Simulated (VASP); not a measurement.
## VASP inputs for ZnS (wurtzite)

INCAR, step 1 (PBE orbitals to start from)

```
NELM = 120
ISMEAR = 0
EDIFF = 1E-5
SIGMA = 0.01
LREAL = .FALSE.
LWAVE = .TRUE.
LASPH = .TRUE.
PREC = Accurate
ENCUT = 520
NBANDS = 26
LCHARG = .FALSE.
GGA = PE
```

INCAR, step 2

```
ISIF = 2
EDIFF = 1E-7
PREC = Accurate
HFSCREEN = 0.2079
ISMEAR = 0
LCHARG = .FALSE.
ISTART = 1
NSW = 0
SIGMA = 0.01
NELM = 120
PRECFOCK = Fast
LREAL = .FALSE.
ENCUT = 520
AEXX = 0.25
IBRION = -1
NBANDS = 26
LHFCALC = .TRUE.
GGA = PE
LWAVE = .FALSE.
ALGO = Normal
LASPH = .TRUE.
```

KPOINTS

```
KPOINTS created by Atomic Simulation Environment
0
Gamma
6 6 4
0 0 0
```

KPOINTS_OPT

```
special points
6
Reciprocal
0.0000000000 0.0000000000 0.0000000000 1
0.5000000000 0.0000000000 0.0000000000 1
0.3333333333 0.3333333333 0.0000000000 1
0.0000000000 0.0000000000 0.5000000000 1
0.5000000000 0.0000000000 0.5000000000 1
0.3333333333 0.3333333333 0.5000000000 1
```

POSCAR

```
Zn S
 1.0000000000000000
     3.8054508557845126    0.0000000000000000    0.0000000000000000
    -1.9027254278922563    3.2956171139626202   -0.0000000000000000
     0.0000000000000000   -0.0000000000000000    6.2439931108913020
 Zn  S
   2   2
Cartesian
 -0.0000000000000001  2.1970780759750799  0.0021112612961030
  1.9027254278922556  1.0985390379875399  3.1241078167417542
 -0.0000000000000001  2.1970780759750799  2.3393861552881354
  1.9027254278922556  1.0985390379875399  5.4613827107337860
```

VASP ran with the recommended PBE PAW datasets (36 valence electrons in the cell).

**Question.** What does this run give?

**Answer.** gap between bands v and c 3.43 eV; least direct gap 3.43 eV; pressure 1.6 GPa.

Band v is the last that the valence electrons fill when counted band by band, and c is the next. Levels in eV from the top of v:

| point | v−1 | v | c | c+1 |
| --- | --- | --- | --- | --- |
| Γ | 0.00 | 0.00 | 3.43 | 4.33 |
| M | -1.80 | -0.95 | 4.77 | 5.54 |
| K | -2.50 | -2.27 | 5.25 | 7.40 |
| A | -0.50 | -0.50 | 4.83 | 4.83 |
| L | -1.72 | -1.72 | 4.67 | 4.67 |
| H | -1.44 | -1.44 | 5.74 | 5.74 |
